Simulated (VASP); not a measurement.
# SiC (F-43m) in VASP: a series of runs

The runs below take SiC through relaxation of cell and atoms, with PBE.

All numbers are computed with VASP 6.6.1; they aren't measurements. Logs are shortened: lines on timing, memory, paths and dates and some standing lists are left out, and cuts for length are marked.

## 1. The structure

It takes space group F-43m (No. 216, cubic). The conventional cell has a = 4.358 Å, b = 4.358 Å, c = 4.358 Å, α = 90.00°, β = 90.00°, γ = 90.00°. Around Si (site symmetry -43m) lie 4 C at 1.89 Å. C (site symmetry -43m) is surrounded by 4 Si at 1.89 Å.

## 2. Relaxation of cell and atoms, PBE

File INCAR:

```
  PREC = Accurate
  ENCUT = 520
  EDIFF = 0.05
  ISMEAR = 0
  SIGMA = 0.02
  LREAL = False
  LASPH = True
  NELM = 100
  ALGO = Normal
  ISIF = 3
  LWAVE = False
  LCHARG = False
  GGA = PE
  IBRION = 2
  NSW = 80
  EDIFFG = -0.002
```

File KPOINTS:

```
Automatic mesh
0
Gamma
  12 12 12
```

File POSCAR:

```
SiC
1.0
    0.0000000000      2.1790000000      2.1790000000
    2.1790000000      0.0000000000      2.1790000000
    2.1790000000      2.1790000000      0.0000000000
Si C
1 1
Direct
    0.0000000000      0.0000000000      0.0000000000
    0.2500000000      0.2500000000      0.2500000000
```

Potentials or basis: VASP PAW PBE potentials, release 64 (Si, C).

Launch:

```sh
$ cat potpaw_PBE.64/Si/POTCAR potpaw_PBE.64/C/POTCAR > POTCAR
$ mpirun -np 1 vasp_std > vasp.out
```

OUTCAR:

```text
PREC = Accurate
   ENCUT = 520
   EDIFF = 0.05
   ISMEAR = 0
   LREAL = False
   LASPH = True
   NELM = 100
   ISIF = 3
   GGA = PE
   IBRION = 2
   NSW = 80
   EDIFFG = -0.002

 ion  position               nearest neighbor table
   1  0.000  0.000  0.000-   2 1.89   2 1.89   2 1.89   2 1.89
   2  0.250  0.250  0.250-   1 1.89   1 1.89   1 1.89   1 1.89

  LATTYP: Found a face centered cubic cell.
 ALAT       =     4.3580000000

  Lattice vectors:

 A1 = (   0.0000000000,   2.1790000000,   2.1790000000)
 A2 = (   2.1790000000,   0.0000000000,   2.1790000000)
 A3 = (   2.1790000000,   2.1790000000,   0.0000000000)

Analysis of symmetry for initial positions (statically):
=====================================================================
 Subroutine PRICEL returns:
 Original cell was already a primitive cell.

 Routine SETGRP: Setting up the symmetry group for a
 face centered cubic supercell.

 Subroutine GETGRP returns: Found 24 space group operations
 (whereof 24 operations were pure point group operations)
 out of a pool of 48 trial point group operations.

The static configuration has the point symmetry T_d .

Analysis of symmetry for dynamics (positions and initial velocities):
=====================================================================
 Subroutine PRICEL returns:
 Original cell was already a primitive cell.

 Routine SETGRP: Setting up the symmetry group for a
 face centered cubic supercell.

 Subroutine GETGRP returns: Found 24 space group operations
 (whereof 24 operations were pure point group operations)
 out of a pool of 48 trial point group operations.

The dynamic configuration has the point symmetry T_d .

 Subroutine INISYM returns: Found 24 space group operations
 (whereof 24 operations are pure point group operations),
 and found     1 'primitive' translations

----------------------------------------------------------------------------------------

                                     Primitive cell

  volume of cell :      20.6920

  direct lattice vectors                    reciprocal lattice vectors
     0.000000000  2.179000000  2.179000000    -0.229463056  0.229463056  0.229463056
     2.179000000  0.000000000  2.179000000     0.229463056 -0.229463056  0.229463056
     2.179000000  2.179000000  0.000000000     0.229463056  0.229463056 -0.229463056

  length of vectors
     3.081571352  3.081571352  3.081571352     0.397441672  0.397441672  0.397441672

  position of ions in fractional coordinates (direct lattice)
     0.000000000  0.000000000  0.000000000
     0.250000000  0.250000000  0.250000000

  ion indices of the primitive-cell ions
   primitive index   ion index
                 1           1
                 2           2

----------------------------------------------------------------------------------------

 KPOINTS: Automatic mesh

Automatic generation of k-mesh.
 Grid dimensions read from file:
 generate k-points for:   12   12   12

 Generating k-lattice:

  Cartesian coordinates                     Fractional coordinates (reciprocal lattice)
    -0.019121921  0.019121921  0.019121921     0.083333333  0.000000000  0.000000000
     0.019121921 -0.019121921  0.019121921     0.000000000  0.083333333  0.000000000
     0.019121921  0.019121921 -0.019121921     0.000000000  0.000000000  0.083333333

  Length of vectors
     0.033120139  0.033120139  0.033120139

  Shift w.r.t. Gamma in fractional coordinates (k-lattice)
     0.000000000  0.000000000  0.000000000

 Subroutine IBZKPT returns following result:
 ===========================================

 Found     72 irreducible k-points:

 Following reciprocal coordinates:
            Coordinates               Weight
  0.000000  0.000000  0.000000      1.000000
  0.083333  0.000000  0.000000      8.000000
  0.166667  0.000000  0.000000      8.000000
  0.250000  0.000000  0.000000      8.000000
  0.333333  0.000000  0.000000      8.000000
  0.416667  0.000000  0.000000      8.000000
[... 16 lines left out ...]
  0.500000  0.166667  0.000000     24.000000
 -0.416667  0.166667  0.000000     24.000000
 [... further k-points ...]
   k-points           NKPTS =     72   k-points in BZ     NKDIM =     72   number of bands    NBANDS=      8
   number of dos      NEDOS =    301   number of ions     NIONS =      2
   total plane-waves  NPLWV =  13824
   dimension x,y,z NGX =    24 NGY =   24 NGZ =   24
   dimension x,y,z NGXF=    48 NGYF=   48 NGZF=   48
   ions per type =               1   1
   NGX,Y,Z   is equivalent  to a cutoff of  12.95, 12.95, 12.95 a.u.
   NGXF,Y,Z  is equivalent  to a cutoff of  25.90, 25.90, 25.90 a.u.
 SYSTEM =  unknown system
   PREC   = accura    normal or accurate (medium, high low for compatibility)
   ISTART =      0    job   : 0-new  1-cont  2-samecut
   ICHARG =      2    charge: 1-file 2-atom 10-const
   ISPIN  =      1    spin polarized calculation?
   LNONCOLLINEAR =      F non collinear calculations
   LSORBIT =      F    spin-orbit coupling
   LASPH  =      T    aspherical Exc in radial PAW
   ENCUT  =  520.0 eV  38.22 Ry    6.18 a.u.   5.73  5.73  5.73*2*pi/ulx,y,z
   NELM   =    100;   NELMIN=  2; NELMDL= -5     # of ELM steps
   EDIFF  = 0.5E-01   stopping-criterion for ELM
   LREAL  =      F    real-space projection
   EDIFFG = -.2E-02   stopping-criterion for IOM
   NSW    =     80    number of steps for IOM
   IBRION =      2    ionic relax: 0-MD 1-quasi-New 2-CG
   NFREE  =      1    steps in history (QN), initial steepest desc. (CG)
   ISIF   =      3    stress and relaxation
   ISYM   =      2    0-nonsym 1-usesym 2-fastsym
   POTIM  = 0.5000    time-step for ionic-motion
   TEBEG  =    0.0;   TEEND  =   0.0 temperature during run
   PSTRESS=    0.0 pullay stress
   NELECT =       8.0000    total number of electrons
   NUPDOWN=      -1.0000    fix difference up-down
   EMIN   =  10.00;   EMAX   =-10.00  energy-range for DOS
   EFERMI =   0.00;   METHOD = LEGACY
   ISMEAR =     0;   SIGMA  =   0.02  broadening in eV -4-tet -1-fermi 0-gaus
   EFERMI_NEDOS =   21; number of points for ismear=-14 and -15
   IALGO  =     38    algorithm
   IMIX   =      4    mixing-type and parameters
     AMIX     =   0.40;   BMIX     =  1.00
     AMIX_MAG =   1.60;   BMIX_MAG =  1.00
  volume/ion in A,a.u.               =      10.35        69.82
  Fermi-wavevector in a.u.,A,eV,Ry     =   1.192626  2.253736 19.352338  1.422357
  Thomas-Fermi vector in A             =   2.328660
   LORBIT       =      0    0 simple, 1 ext, 2 COOP (PROOUT), +10 PAW based schemes
   GGA     = PE    functional components
   LHFCALC =     F    Hartree Fock is set to
   AEXX    =    0.0000 exact exchange contribution
   IVDW    =     0    specifies the selected vdW correction
   LEPSILON=     F    determine dielectric tensor
   LRPA    =     F    only Hartree local field effects (RPA)
 conjugate gradient relaxation of ions
 non-spin polarized calculation
 Gauss-broadening in eV      SIGMA  =   0.02
  energy-cutoff  :      520.00
  volume of cell :       20.69
 maximum number of plane-waves:       568
   NGX = 11   NGY = 11   NGZ = 11

--------------------------------------- Ionic step        1  -------------------------------------------

 number of electron       8.0000001 magnetization

 Free energy of the ion-electron system (eV)
  ---------------------------------------------------
  ext. energy  EPLUGINS =         0.00000000
  ---------------------------------------------------
  free energy    TOTEN  =       -15.05744251 eV

  energy without entropy =      -15.05744251  energy(sigma->0) =      -15.05744251

------------------------ aborting loop because EDIFF is reached ----------------------------------------

  FORCE on cell =-STRESS in cart. coord.  units (eV):
  Direction    XX          YY          ZZ          XY          YZ          ZX
  --------------------------------------------------------------------------------------
  -------------------------------------------------------------------------------------
  Total        0.4661777      0.4661777      0.4661777     -0.0000000     -0.0000000      0.0000000
  in kB       36.0961117     36.0961117     36.0961117     -0.0000000     -0.0000000      0.0000000
  external PRESSURE =      36.0961117 kB  Pullay stress =       0.0000000 kB
[... 89 lines left out ...]
  FREE ENERGIE OF THE ION-ELECTRON SYSTEM (eV)
  ---------------------------------------------------
  free  energy   TOTEN  =       -15.0604933347 eV

  energy  without entropy=      -15.0604933347  energy(sigma->0) =      -15.06049333

[... ionic steps 4 to 9 ...]

--------------------------------------- Ionic step       10  -------------------------------------------

 number of electron       8.0000001 magnetization

------------------------ aborting loop because EDIFF is reached ----------------------------------------

  FORCE on cell =-STRESS in cart. coord.  units (eV):
  Direction    XX          YY          ZZ          XY          YZ          ZX
  --------------------------------------------------------------------------------------
  -------------------------------------------------------------------------------------
  Total        0.0112134      0.0112134      0.0112134      0.0000000      0.0000000      0.0000000
  in kB        0.8559006      0.8559006      0.8559006      0.0000000      0.0000000      0.0000000
  external PRESSURE =       0.8559006 kB  Pullay stress =       0.0000000 kB
[... 57 lines left out ...]
  energy  without entropy=      -15.0608626547  energy(sigma->0) =      -15.06086265

--------------------------------------- Ionic step       12  -------------------------------------------

 number of electron       8.0000001 magnetization

 Free energy of the ion-electron system (eV)
  ---------------------------------------------------
  ext. energy  EPLUGINS =         0.00000000
  ---------------------------------------------------
  free energy    TOTEN  =       -15.06086305 eV

  energy without entropy =      -15.06086305  energy(sigma->0) =      -15.06086305

 E-fermi :   8.1104     XC(G=0): -11.2917

 val. band max:        7.9409994792   @ k =   0.0000   0.0000   0.0000
 cond. band min:       9.3119213557   @ k =   0.5000   0.5000   0.0000
 fundamental gap:      1.3709218765
 Fermi energy:         8.1103527843

 k-point     1 :       0.0000    0.0000    0.0000
  band No.  band energies     occupation
      1      -7.3462      2.00000
      2       7.9410      2.00000
      3       7.9410      2.00000
      4       7.9410      2.00000
      5      14.0015      0.00000
      6      15.1463      0.00000
      7      15.1463      0.00000
      8      15.1463      0.00000
[... 243 lines left out ...]
 k-point    24 :      -0.4167    0.1667    0.0000
  band No.  band energies     occupation
      1      -3.5149      2.00000
      2       0.0041      2.00000
      3       4.8742      2.00000
      4       6.4392      2.00000
      5      13.0379      0.00000
      6      15.5582      0.00000
      7      16.4064      0.00000
      8      18.9798      0.00000

 [... further k-points ...]
[... 5 lines left out ...]
  --------------------------------------------------------------------------------------
  -------------------------------------------------------------------------------------
  Total       -0.0009961     -0.0009961     -0.0009961      0.0000000      0.0000000      0.0000000
  in kB       -0.0759899     -0.0759899     -0.0759899      0.0000000      0.0000000      0.0000000
  external PRESSURE =      -0.0759899 kB  Pullay stress =       0.0000000 kB
[... 17 lines left out ...]
  FREE ENERGIE OF THE ION-ELECTRON SYSTEM (eV)
  ---------------------------------------------------
  free  energy   TOTEN  =       -15.0608630506 eV

  energy  without entropy=      -15.0608630506  energy(sigma->0) =      -15.06086305

 reached required accuracy - stopping structural energy minimisation
```

Run time: 54 s. Hardware: 1 thread of AMD EPYC 7R43 (Zen 3), shared host; peak memory 0.11 GiB.

Results:

- Free energy: -15.0609 eV
- Relaxed volume: 10.50 Å³/atom
- Relaxed cell: a = 3.097 Å, b = 3.097 Å, c = 3.097 Å, α = 60.00°, β = 60.00°, γ = 60.00°
- Space group after relaxing (to 0.05 Å): F-43m (No. 216)
- Energy gained by relaxing: 1.7 meV/atom
- Ionic steps: 12
- Pressure after relaxing: 0.0 GPa
- Band gap on the k mesh: 1.37 eV, indirect (least direct gap 4.53 eV)

Step by step:
| step | energy change (eV) | largest force (eV/Å) | pressure (GPa) | volume (Å³) |
| --- | --- | --- | --- | --- |
| 1 | 0.0000 | 0.0000 | 3.61 | 20.69 |
| 2 | 0.0003 | 0.0000 | -2.35 | 21.40 |
| 3 | -0.0031 | 0.0000 | -1.52 | 21.11 |
| 4 | -0.0035 | 0.0000 | -0.20 | 20.99 |
| 5 | -0.0034 | 0.0000 | 0.23 | 20.97 |
| 6 | -0.0034 | 0.0000 | 0.24 | 20.98 |
| 7 | -0.0034 | 0.0000 | 0.20 | 20.98 |
| 8 | -0.0034 | 0.0000 | 0.12 | 20.99 |
| 9 | -0.0034 | 0.0000 | 0.10 | 20.99 |
| 10 | -0.0034 | 0.0000 | 0.09 | 20.99 |
| 11 | -0.0034 | 0.0000 | 0.05 | 20.99 |
| 12 | -0.0034 | 0.0000 | -0.01 | 21.00 |

Final structure:
```cif
data_structure
_symmetry_space_group_name_H-M 'P 1'
_symmetry_Int_Tables_number 1
_cell_length_a 3.0968
_cell_length_b 3.0968
_cell_length_c 3.0968
_cell_angle_alpha 60.000
_cell_angle_beta 60.000
_cell_angle_gamma 60.000
_cell_volume 21.00
loop_
_atom_site_label
_atom_site_type_symbol
_atom_site_fract_x
_atom_site_fract_y
_atom_site_fract_z
_atom_site_occupancy
Si1 Si 0.00000 0.00000 0.00000 1
C1 C 0.25000 0.25000 0.25000 1
```

Levels at points of the mesh, in eV from the valence-band top:
```
           k point  band 2  band 3  band 4  band 5  band 6  band 7
(0.00, 0.00, 0.00)    0.00    0.00    0.00    6.06    7.21    7.21
(0.50, 0.00, 0.00)   -8.45   -1.05   -1.05    5.30    7.17    7.17
(0.50, 0.50, 0.00)   -7.75   -3.16   -3.16    1.37    4.27   13.86
```

## 3. Relaxation of cell and atoms, PBE

This run uses another cell than the first one, of 10.50 Å³/atom, 1.015 times its volume.

INCAR is that of step 2.

KPOINTS is that of step 2.

File POSCAR:

```
SiC                                     
1.0
    0.0000000000      2.1897938823      2.1897938823
    2.1897938823     -0.0000000000      2.1897938823
    2.1897938823      2.1897938823     -0.0000000000
  Si              C             
     1     1
Direct
     0.0000000000000000    0.0000000000000000    0.0000000000000000
     0.2500000000000000    0.2500000000000000    0.2500000000000000
```

Potentials or basis: VASP PAW PBE potentials, release 64 (Si, C).

Launch:

```sh
$ cat potpaw_PBE.64/Si/POTCAR potpaw_PBE.64/C/POTCAR > POTCAR
$ mpirun -np 1 vasp_std > vasp.out
```

It took 48 s on 1 thread of AMD EPYC 7R43 (Zen 3), shared host; peak memory 0.1 GiB.

The run converged. Its results:

* Free energy: -15.0610 eV
* Energy gained by relaxing: -3.6 meV/atom
* Ionic steps: 15
* Pressure after relaxing: 0.0 GPa
* Band gap on the k mesh: 1.37 eV, indirect (least direct gap 4.53 eV)

Step by step:
```
step  energy change (eV)  largest force (eV/Å)  pressure (GPa)  volume (Å³)
   1              0.0000                0.0000            2.04        21.00
   2              0.0122                0.0000           -2.90        21.41
   3              0.0081                0.0000           -2.02        21.17
   4              0.0074                0.0000           -1.10        21.08
   5              0.0073                0.0000           -0.57        21.04
   6              0.0072                0.0000           -0.30        21.02
   7              0.0072                0.0000           -0.16        21.01
   8              0.0072                0.0000           -0.10        21.01
   9              0.0072                0.0000           -0.06        21.00
  10              0.0072                0.0000           -0.05        21.00
  11              0.0072                0.0000           -0.04        21.00
  12              0.0072                0.0000           -0.03        21.00
  13              0.0072                0.0000           -0.03        21.00
  14              0.0072                0.0000           -0.03        21.00
  15              0.0072                0.0000           -0.03        21.00
```

Final structure:
```cif
data_structure
_symmetry_space_group_name_H-M 'P 1'
_symmetry_Int_Tables_number 1
_cell_length_a 3.0968
_cell_length_b 3.0968
_cell_length_c 3.0968
_cell_angle_alpha 60.000
_cell_angle_beta 60.000
_cell_angle_gamma 60.000
_cell_volume 21.00
loop_
_atom_site_label
_atom_site_type_symbol
_atom_site_fract_x
_atom_site_fract_y
_atom_site_fract_z
_atom_site_occupancy
Si1 Si 0.00000 0.00000 0.00000 1
C1 C 0.25000 0.25000 0.25000 1
```

Levels at points of the mesh, in eV from the valence-band top:
```tsv
k point	band 1	band 2	band 3	band 4	band 5	band 6	band 7	band 8
(0.00, 0.00, 0.00)	-15.29	0.00	0.00	0.00	6.06	7.21	7.21	7.21
(0.50, 0.00, 0.00)	-11.78	-8.45	-1.05	-1.05	5.30	7.17	7.17	9.97
(0.50, 0.50, 0.00)	-10.34	-7.75	-3.16	-3.16	1.37	4.27	13.86	13.86
```

A k mesh can miss the band edges.
